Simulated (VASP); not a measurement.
Here is a VASP 6.6.1 calculation.

File INCAR:

```
PREC     = Accurate       # precision mode
ENCUT    = 520            # plane-wave cutoff, eV
EDIFF    = 1E-6           # SCF threshold, eV
ISMEAR   = 0              # smearing method
SIGMA    = 0.1            # smearing width, eV
LREAL    = F              # projectors in reciprocal space
LASPH    = T              # aspherical terms in the spheres
NELM     = 80             # most SCF steps
ALGO     = Fast           # electronic algorithm
ISIF     = 2              # what is computed and relaxed
LWAVE    = F              # write WAVECAR
LCHARG   = F              # write CHGCAR
GGA      = PS             # functional
```

File KPOINTS:

```
regular mesh
0
Gamma
  16 16 10
```

File POSCAR:

```
Ta2H
1.0
    1.7204951100     -2.3714690300      0.0000000000
    1.7204951100      2.3714690300      0.0000000000
    0.0000000000      0.0000000000      4.7585693900
Ta H
2 1
Direct
    0.0000000000      0.5000000000      0.2645697700
    0.5000000000      0.0000000000      0.7354302300
    0.0000000000      0.0000000000      0.0000000000
```

Potentials or basis: VASP PAW PBE potentials, release 64 (Ta_pv, H).

The run is started by

```bash
$ cat potpaw_PBE.64/Ta_pv/POTCAR potpaw_PBE.64/H/POTCAR > POTCAR
$ mpirun -np 1 vasp_std > vasp.out
```

(1) Estimate the largest force.

(2) Predict the pressure.

(3) What does it give for the band gap on the k mesh?

Answers

(1) 0.031 eV/Å.

(2) -4.1 GPa.

(3) none (metal or under the smearing width).

Caveat: the PAW data sets were made with another functional, which shifts forces and pressure a little.
